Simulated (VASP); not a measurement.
# BN (Qingsongite) (F-43m) in VASP: further runs

BN (Qingsongite) is run at these levels: PBEsol; tasks: single point.

All numbers are computed with VASP 6.6.1; they aren't measurements. Logs are shortened: lines on timing, memory, paths and dates and some standing lists are left out, and cuts for length are marked.

**Measured values to compare with.**

From a printed reference work, monograph, for a bulk crystal of BN at 300 K: band gap 6.4 eV (indirect).

The runs below are set against these values where they give the same quantity.

### 1 The cell of the first run

Symmetry: F-43m, No. 216, cubic system. Conventional cell: a = 3.615 Å, b = 3.615 Å, c = 3.615 Å, α = 90.00°, β = 90.00°, γ = 90.00°. Within 2.1 Å of B (site symmetry -43m) lie 4 N at 1.57 Å. Within 2.1 Å of N (site symmetry -43m) lie 4 B at 1.57 Å.

### 2 Single point, PBEsol

Input file INCAR:

```
SYSTEM = BN
PREC = Accurate
ENCUT = 520
EDIFF = 1E-6
ISMEAR = 0
SIGMA = 0.01
LREAL = .FALSE.
LASPH = .TRUE.
NELM = 80
ALGO = Normal
ISIF = 2
LWAVE = .FALSE.
LCHARG = .TRUE.
GGA = PS
LELF = .TRUE.
LVHAR = .TRUE.
NBANDS = 11
```

Input file KPOINTS:

```
Automatic mesh
0
G
  4 4 4
  0 0 0
```

Input file POSCAR:

```
BN
1.0
    0.0000000000      1.8075000000      1.8075000000
    1.8075000000      0.0000000000      1.8075000000
    1.8075000000      1.8075000000      0.0000000000
B N
1 1
Direct
    0.0000000000      0.0000000000      0.0000000000
    0.2500000000      0.2500000000      0.2500000000
```

Potentials or basis: VASP PAW PBE potentials, release 64 (B, N).

The run is started by

```console
> cat potpaw_PBE.64/B/POTCAR potpaw_PBE.64/N/POTCAR > POTCAR
> mpirun -np 1 vasp_std > vasp.out
```

OUTCAR:

```text
SYSTEM = BN
   PREC = Accurate
   ENCUT = 520
   EDIFF = 1E-6
   ISMEAR = 0
   LREAL = .FALSE.
   LASPH = .TRUE.
   NELM = 80
   ISIF = 2
   GGA = PS

 ion  position               nearest neighbor table
   1  0.000  0.000  0.000-   2 1.57   2 1.57   2 1.57   2 1.57
   2  0.250  0.250  0.250-   1 1.57   1 1.57   1 1.57   1 1.57

  LATTYP: Found a face centered cubic cell.
 ALAT       =     3.6150000000

  Lattice vectors:

 A1 = (   0.0000000000,   1.8075000000,   1.8075000000)
 A2 = (   1.8075000000,   0.0000000000,   1.8075000000)
 A3 = (   1.8075000000,   1.8075000000,   0.0000000000)

Analysis of symmetry for initial positions (statically):
=====================================================================
 Subroutine PRICEL returns:
 Original cell was already a primitive cell.

 Routine SETGRP: Setting up the symmetry group for a
 face centered cubic supercell.

 Subroutine GETGRP returns: Found 24 space group operations
 (whereof 24 operations were pure point group operations)
 out of a pool of 48 trial point group operations.

The static configuration has the point symmetry T_d .

Analysis of symmetry for dynamics (positions and initial velocities):
=====================================================================
 Subroutine PRICEL returns:
 Original cell was already a primitive cell.

 Routine SETGRP: Setting up the symmetry group for a
 face centered cubic supercell.

 Subroutine GETGRP returns: Found 24 space group operations
 (whereof 24 operations were pure point group operations)
 out of a pool of 48 trial point group operations.

The dynamic configuration has the point symmetry T_d .

 Subroutine INISYM returns: Found 24 space group operations
 (whereof 24 operations are pure point group operations),
 and found     1 'primitive' translations

----------------------------------------------------------------------------------------

                                     Primitive cell

  volume of cell :      11.8104

  direct lattice vectors                    reciprocal lattice vectors
     0.000000000  1.807500000  1.807500000    -0.276625173  0.276625173  0.276625173
     1.807500000  0.000000000  1.807500000     0.276625173 -0.276625173  0.276625173
     1.807500000  1.807500000  0.000000000     0.276625173  0.276625173 -0.276625173

  length of vectors
     2.556191014  2.556191014  2.556191014     0.479128854  0.479128854  0.479128854

  position of ions in fractional coordinates (direct lattice)
     0.000000000  0.000000000  0.000000000
     0.250000000  0.250000000  0.250000000

  ion indices of the primitive-cell ions
   primitive index   ion index
                 1           1
                 2           2

----------------------------------------------------------------------------------------

 KPOINTS: Automatic mesh

Automatic generation of k-mesh.
 Grid dimensions read from file:
 generate k-points for:    4    4    4

 Generating k-lattice:

  Cartesian coordinates                     Fractional coordinates (reciprocal lattice)
    -0.069156293  0.069156293  0.069156293     0.250000000  0.000000000  0.000000000
     0.069156293 -0.069156293  0.069156293     0.000000000  0.250000000  0.000000000
     0.069156293  0.069156293 -0.069156293     0.000000000  0.000000000  0.250000000

  Length of vectors
     0.119782214  0.119782214  0.119782214

  Shift w.r.t. Gamma in fractional coordinates (k-lattice)
     0.000000000  0.000000000  0.000000000

 Subroutine IBZKPT returns following result:
 ===========================================

 Found      8 irreducible k-points:

 Following reciprocal coordinates:
            Coordinates               Weight
  0.000000  0.000000  0.000000      1.000000
  0.250000  0.000000  0.000000      8.000000
  0.500000  0.000000  0.000000      4.000000
  0.250000  0.250000  0.000000      6.000000
  0.500000  0.250000  0.000000     24.000000
 -0.250000  0.250000  0.000000     12.000000
  0.500000  0.500000  0.000000      3.000000
 -0.250000  0.500000  0.250000      6.000000
   k-points           NKPTS =      8   k-points in BZ     NKDIM =      8   number of bands    NBANDS=     11
   number of dos      NEDOS =    301   number of ions     NIONS =      2
   total plane-waves  NPLWV =   8000
   dimension x,y,z NGX =    20 NGY =   20 NGZ =   20
   dimension x,y,z NGXF=    40 NGYF=   40 NGZF=   40
   ions per type =               1   1
   NGX,Y,Z   is equivalent  to a cutoff of  13.01, 13.01, 13.01 a.u.
   NGXF,Y,Z  is equivalent  to a cutoff of  26.01, 26.01, 26.01 a.u.
 SYSTEM =  BN
   PREC   = accura    normal or accurate (medium, high low for compatibility)
   ISTART =      0    job   : 0-new  1-cont  2-samecut
   ICHARG =      2    charge: 1-file 2-atom 10-const
   ISPIN  =      1    spin polarized calculation?
   LNONCOLLINEAR =      F non collinear calculations
   LSORBIT =      F    spin-orbit coupling
   LASPH  =      T    aspherical Exc in radial PAW
   ENCUT  =  520.0 eV  38.22 Ry    6.18 a.u.   4.75  4.75  4.75*2*pi/ulx,y,z
   NELM   =     80;   NELMIN=  2; NELMDL= -5     # of ELM steps
   EDIFF  = 0.1E-05   stopping-criterion for ELM
   LREAL  =      F    real-space projection
   EDIFFG = 0.1E-04   stopping-criterion for IOM
   NSW    =      0    number of steps for IOM
   IBRION =     -1    ionic relax: 0-MD 1-quasi-New 2-CG
   NFREE  =      0    steps in history (QN), initial steepest desc. (CG)
   ISIF   =      2    stress and relaxation
   ISYM   =      2    0-nonsym 1-usesym 2-fastsym
   POTIM  = 0.5000    time-step for ionic-motion
   TEBEG  =    0.0;   TEEND  =   0.0 temperature during run
   PSTRESS=    0.0 pullay stress
   NELECT =       8.0000    total number of electrons
   NUPDOWN=      -1.0000    fix difference up-down
   EMIN   =  10.00;   EMAX   =-10.00  energy-range for DOS
   EFERMI =   0.00;   METHOD = LEGACY
   ISMEAR =     0;   SIGMA  =   0.01  broadening in eV -4-tet -1-fermi 0-gaus
   EFERMI_NEDOS =   21; number of points for ismear=-14 and -15
   IALGO  =     38    algorithm
   IMIX   =      4    mixing-type and parameters
     AMIX     =   0.40;   BMIX     =  1.00
     AMIX_MAG =   1.60;   BMIX_MAG =  1.00
  volume/ion in A,a.u.               =       5.91        39.85
  Fermi-wavevector in a.u.,A,eV,Ry     =   1.437749  2.716952 28.124920  2.067123
  Thomas-Fermi vector in A             =   2.556793
   LORBIT       =      0    0 simple, 1 ext, 2 COOP (PROOUT), +10 PAW based schemes
   GGA     = PS    functional components
   LHFCALC =     F    Hartree Fock is set to
   AEXX    =    0.0000 exact exchange contribution
   IVDW    =     0    specifies the selected vdW correction
   LEPSILON=     F    determine dielectric tensor
   LRPA    =     F    only Hartree local field effects (RPA)
 non-spin polarized calculation
 Gauss-broadening in eV      SIGMA  =   0.01
  energy-cutoff  :      520.00
  volume of cell :       11.81
 maximum number of plane-waves:       332
 NGX is ok and might be reduce to    20
   NGX =  9   NGY =  9   NGZ =  9

 number of electron       7.9999999 magnetization

 Free energy of the ion-electron system (eV)
  ---------------------------------------------------
  ext. energy  EPLUGINS =         0.00000000
  ---------------------------------------------------
  free energy    TOTEN  =       -18.26926794 eV

  energy without entropy =      -18.26926794  energy(sigma->0) =      -18.26926794

 E-fermi :   7.5330     XC(G=0): -13.0083

 val. band max:        7.3988449414   @ k =   0.0000   0.0000   0.0000
 cond. band min:      11.6476903820   @ k =   0.5000   0.5000   0.0000
 fundamental gap:      4.2488454406
 Fermi energy:         7.5329707880

 k-point     1 :       0.0000    0.0000    0.0000
  band No.  band energies     occupation
      1     -12.8698      2.00000
      2       7.3988      2.00000
      3       7.3988      2.00000
      4       7.3988      2.00000
      5      16.1314      0.00000
      6      16.1314      0.00000
      7      16.1314      0.00000
      8      17.6558      0.00000
      9      31.8780      0.00000
     10      35.0585      0.00000
     11      35.0585      0.00000

 k-point     2 :       0.2500    0.0000    0.0000
  band No.  band energies     occupation
      1     -11.3797      2.00000
      2       1.8742      2.00000
      3       6.2602      2.00000
      4       6.2602      2.00000
      5      16.9565      0.00000
      6      17.6526      0.00000
      7      17.6526      0.00000
      8      20.8706      0.00000
      9      30.5105      0.00000
     10      30.7897      0.00000
     11      30.7897      0.00000

 k-point     3 :       0.5000    0.0000    0.0000
  band No.  band energies     occupation
      1      -8.5939      2.00000
      2      -3.4003      2.00000
      3       5.4441      2.00000
      4       5.4441      2.00000
      5      17.4720      0.00000
      6      17.9940      0.00000
      7      17.9940      0.00000
      8      22.4639      0.00000
      9      30.5596      0.00000
     10      34.0499      0.00000
     11      34.1172      0.00000

 k-point     4 :       0.2500    0.2500    0.0000
  band No.  band energies     occupation
      1     -10.8917      2.00000
      2       3.4106      2.00000
      3       4.3537      2.00000
      4       4.3537      2.00000
      5      14.0480      0.00000
      6      18.8082      0.00000
      7      20.7754      0.00000
      8      20.7754      0.00000
      9      25.4499      0.00000
     10      34.3826      0.00000
     11      37.9069      0.00000

 k-point     5 :       0.5000    0.2500    0.0000
  band No.  band energies     occupation
      1      -8.1551      2.00000
      2      -1.4256      2.00000
      3       2.1978      2.00000
      4       3.7076      2.00000
      5      14.7699      0.00000
      6      20.3579      0.00000
      7      21.7813      0.00000
      8      21.9327      0.00000
      9      27.1368      0.00000
     10      33.7327      0.00000
     11      35.8367      0.00000

 k-point     6 :      -0.2500    0.2500    0.0000
  band No.  band energies     occupation
      1      -9.1733      2.00000
      2      -0.2395      2.00000
      3       1.7489      2.00000
      4       5.2868      2.00000
      5      16.9717      0.00000
      6      19.4890      0.00000
      7      20.1484      0.00000
      8      21.8573      0.00000
      9      28.6514      0.00000
     10      29.2340      0.00000
     11      34.0213      0.00000

 k-point     7 :       0.5000    0.5000    0.0000
  band No.  band energies     occupation
      1      -7.2140      2.00000
      2      -1.5832      2.00000
      3       2.4475      2.00000
      4       2.4475      2.00000
      5      11.6477      0.00000
      6      16.4608      0.00000
      7      25.2635      0.00000
      8      25.2635      0.00000
      9      28.0161      0.00000
     10      34.5068      0.00000
     11      40.8334      0.00000

 k-point     8 :      -0.2500    0.5000    0.2500
  band No.  band energies     occupation
      1      -6.8878      2.00000
      2      -0.2156      2.00000
      3       0.3351      2.00000
      4       0.7928      2.00000
      5      16.8201      0.00000
      6      20.6319      0.00000
      7      21.6976      0.00000
      8      22.0410      0.00000
      9      26.5664      0.00000
     10      32.8688      0.00000
     11      36.6883      0.00000

------------------------ aborting loop because EDIFF is reached ----------------------------------------

  FORCE on cell =-STRESS in cart. coord.  units (eV):
  Direction    XX          YY          ZZ          XY          YZ          ZX
  --------------------------------------------------------------------------------------
  -------------------------------------------------------------------------------------
  Total       -0.1221161     -0.1221161     -0.1221161     -0.0000000      0.0000000     -0.0000000
  in kB      -16.5660416    -16.5660416    -16.5660416     -0.0000000      0.0000000     -0.0000000
  external PRESSURE =     -16.5660416 kB  Pullay stress =       0.0000000 kB

 VOLUME and BASIS-vectors are now :
 -----------------------------------------------------------------------------
  energy-cutoff  :      520.00
  volume of cell :       11.81
      direct lattice vectors                 reciprocal lattice vectors
     0.000000000  1.807500000  1.807500000    -0.276625173  0.276625173  0.276625173
     1.807500000  0.000000000  1.807500000     0.276625173 -0.276625173  0.276625173
     1.807500000  1.807500000  0.000000000     0.276625173  0.276625173 -0.276625173

 POSITION                                       TOTAL-FORCE (eV/Angst)
 -----------------------------------------------------------------------------------
      0.00000      0.00000      0.00000         0.000000      0.000000      0.000000
      0.90375      0.90375      0.90375        -0.000000     -0.000000     -0.000000
 -----------------------------------------------------------------------------------
    total drift:                                0.000000      0.000000      0.000000

  FREE ENERGIE OF THE ION-ELECTRON SYSTEM (eV)
  ---------------------------------------------------
  free  energy   TOTEN  =       -18.2692679394 eV

  energy  without entropy=      -18.2692679394  energy(sigma->0) =      -18.26926794
```

Run time: 1.9 s. Hardware: 1 thread of Intel Xeon 6975P-C, shared host; peak memory 0.11 GiB.

What came out:

| Property | Result |
| --- | --- |
| Free energy | -18.2693 eV |
| Pressure | -1.7 GPa |
| Band gap on the k mesh | 4.25 eV, indirect (least direct gap 8.73 eV) |

Caveat: the k points lie up to 0.75 Å⁻¹ apart; the PAW data sets were made with another functional, which shifts forces and pressure a little.

### 3 Single point, PBEsol

Input file INCAR:

```
PREC = Accurate
ENCUT = 520
EDIFF = 1E-6
ISMEAR = 0
SIGMA = 0.01
LREAL = False
LASPH = True
NELM = 100
ALGO = Normal
ISIF = 2
LWAVE = False
LCHARG = False
GGA = PS
NBANDS = 11
```

Input file KPOINTS:

```
Automatic mesh
0
Gamma
  12 12 12
```

POSCAR is that of step 2.

Potentials or basis: VASP PAW PBE potentials, release 64 (B, N).

The run is started by

```console
> cat potpaw_PBE.64/B/POTCAR potpaw_PBE.64/N/POTCAR > POTCAR
> mpirun -np 1 vasp_std > vasp.out
```

Wall time 6 s (1 thread of Intel Xeon 6975P-C, shared host); peak memory 0.12 GiB.

The run converged. Its results:

```yaml
Free_energy: -18.3465 eV
Pressure: -2.3 GPa
Band_gap_on_the_k_mesh: 4.28 eV, indirect (least direct gap 8.76 eV)
```

Levels at points of the mesh, in eV from the valence-band top:
```csv
k point,band 2,band 3,band 4,band 5,band 6,band 7
"(0.00, 0.00, 0.00)",0.00,0.00,0.00,8.76,8.76,8.76
"(0.50, 0.00, 0.00)",-10.78,-1.95,-1.95,10.09,10.62,10.62
"(0.50, 0.50, 0.00)",-8.96,-4.94,-4.94,4.28,9.09,17.88
```

Caveat: the PAW data sets were made with another functional, which shifts forces and pressure a little.

### 4 Single point, PBEsol

Input file INCAR:

```
SYSTEM = BN
PREC = Accurate ; ENCUT = 520
EDIFF = 1E-7 ; ISMEAR = 0
SIGMA = 0.01 ; LREAL = .FALSE.
LASPH = .TRUE. ; NELM = 60
ALGO = Normal ; ISIF = 2
LWAVE = .FALSE. ; LCHARG = .TRUE.
GGA = PS ; LELF = .TRUE.
LVHAR = .TRUE. ; NBANDS = 11
```

Input file KPOINTS:

```
Automatic mesh
0
G
  14 14 14
  0 0 0
```

POSCAR is that of step 3.

The run is started by

```console
> cat potpaw_PBE.64/B/POTCAR potpaw_PBE.64/N/POTCAR > POTCAR
> mpirun -np 1 vasp_std > vasp.out
```

Wall time 9.3 s (1 thread of Intel Xeon 6975P-C, shared host); peak memory 0.12 GiB.

It converged, with:

| Quantity | Value |
| --- | --- |
| Free energy | -18.3465 eV |
| Pressure | -2.4 GPa |
| Band gap on the k mesh | 4.28 eV, indirect (least direct gap 8.76 eV) |

Levels at points of the mesh, in eV from the valence-band top:
```
           k point  band 1  band 2  band 3  band 4  band 5  band 6  band 7  band 8  band 9
(0.00, 0.00, 0.00)  -20.25    0.00    0.00    0.00    8.76    8.76    8.76   10.27   24.51
(0.50, 0.00, 0.00)  -15.98  -10.78   -1.95   -1.95   10.09   10.62   10.62   15.08   23.18
(0.50, 0.50, 0.00)  -14.61   -8.96   -4.94   -4.94    4.28    9.09   17.88   17.88   20.62
```

Caveat: the PAW data sets were made with another functional, which shifts forces and pressure a little.

### 5 The runs side by side

| k mesh | gap on the mesh (eV) | pressure (GPa) |
| --- | --- | --- |
| 4 × 4 × 4 | 4.25 | -1.7 |
| 12 × 12 × 12 | 4.28 | -2.3 |
| 14 × 14 × 14 | 4.28 | -2.4 |

Alike in all rows: task single point; level PBEsol; potentials or basis VASP PAW PBE potentials, release 64 (B, N); no spin polarisation; cell as given; cutoff (eV) 520; smearing gaussian 0.01 eV.

Caveats: some runs use coarse meshes; the PAW data sets were made with another functional, which shifts forces and pressure a little.

Absolute energies hang on the potentials; compare differences alone.

### 6 Against experiment

Step 3. A measured gap of BN is 6.4 eV (indirect; 300 K; a printed reference work, monograph); the calculated 4.28 eV misses it by -2.12 eV. The value is that of PBEsol on a finite k mesh, which can miss the band edges, without temperature or zero-point motion. Semilocal functionals fall short of measured gaps as a rule.

Step 4. A measured gap of BN is 6.4 eV (indirect; 300 K; a printed reference work, monograph); the calculated 4.28 eV misses it by -2.12 eV. The value is that of PBEsol on a finite k mesh, which can miss the band edges, without temperature or zero-point motion. Semilocal functionals fall short of measured gaps as a rule.
